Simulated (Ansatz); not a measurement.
Input of an Ansatz 0.2.0 run:

Contents of input.yaml:

```yaml
crystal:
  lattice:
    - [1.4430568479, 0.8331492596, 4.2561707609]
    - [-1.4430568479, 0.8331492596, 4.2561707609]
    - [0.0, -1.6662985192, 4.2561707609]
  atoms:
    - { symbol: Au, position: [0.0, 0.0, 0.0] }
    - { symbol: Cu, position: [0.5, 0.5, 0.5] }
kpoints:
  mp_grid: { grid: [11, 11, 11] }
  band_path:
    path:
      - [0.0, 0.0, 0.0]
      - [0.5, 0.0, 0.0]
      - [0.5, 0.1922122767, -0.1922122767]
    npoints: 8
scf:
  occupations: { method: fermi_dirac, width: 0.05 }
hamiltonian:
  xc: pbesol
  pseudopotentials:
    kind: all_electron
    lapw: { basis_error: 0.001 }
    dirac_shells: { Au: ["4p", "4d"], Cu: ["2p"] }
output:
  forces: true
  stress: true
  eigenvalues: true
```

Potentials or basis: all-electron LAPW, inner shells corrected to Dirac's equation.

Command:

```sh
$ ansatz run input.yaml --threads 1 --pin off --max-ram 3072MiB --backend cpu --events-out ev --progress --plain --runs-dir out
```

(1) Estimate the pressure.

(2) Predict the band gap along the path.

## Answers

(1) -8.0 GPa.

(2) none (metal or under the smearing width).

Caveat: spin-orbit coupling is left out, which moves the levels of the heavy elements.
